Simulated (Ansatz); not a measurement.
# TaS2 under changes of volume

One of the cells (18.984 Å³/atom); the others are scaled copies at fixed shape and fractional positions:

```
Ta S
1.0
     3.35000    0.00000    0.00000
    -1.67500    2.90119    0.00000
     0.00000    0.00000    5.86000
Ta S
1 2
Direct
  0.00000 0.00000 0.00000
  0.66667 0.33333 0.75000
  0.33333 0.66667 0.25000
```

* Program: Ansatz 0.2.0
* Functional: PBE
* Potentials or basis: PseudoDojo stringent (PBE files)
* Cutoff: 1796 eV
* Density cutoff: 7184 eV
* k mesh: 9 × 9 × 5
* Occupations: fermi-dirac, width 0.05 eV
* Spin: no spin polarisation

| volume (Å³/atom) | energy over the lowest point (meV/atom) | pressure (GPa) | largest force (eV/Å) |
| --- | --- | --- | --- |
| 17.845 | ? | ? | ? |
| 18.225 | 91.01 | 15.9 | 1.951 |
| 18.605 | 57.82 | 12.2 | 1.566 |
| 18.984 | 32.85 | 8.9 | 1.206 |
| 19.364 | 15.34 | 5.9 | 0.871 |
| 19.744 | 4.59 | 3.2 | 0.558 |
| 20.123 | 0.00 | 0.7 | 0.266 |

What does the run at 17.845 Å³/atom give?

Energy over the lowest point 133.27 meV/atom; pressure 19.9 GPa; largest force 2.364 eV/Å.

Worked out: A Birch-Murnaghan fit of order 3 (a polynomial in V^(-2/3)) to the other rows has its minimum at 20.24 Å³/atom, just outside them, with B0 = V·E''(V) = 122 GPa and B' = 4.0 at fixed shape and positions, which overstates the stiffness. It gives 133.30 meV/atom at 17.845 Å³/atom, against the run's 133.27, and -dE/dV = 19.9 GPa, against 19.9.

Energies are extrapolated to zero smearing.

Caveats: this functional lacks dispersion, which binds the layers, so the pressure and a relaxed spacing across them are unreliable; forces of over 1 eV/Å show positions far from the minimum, so gaps and moduli don't describe the material at rest (some runs).
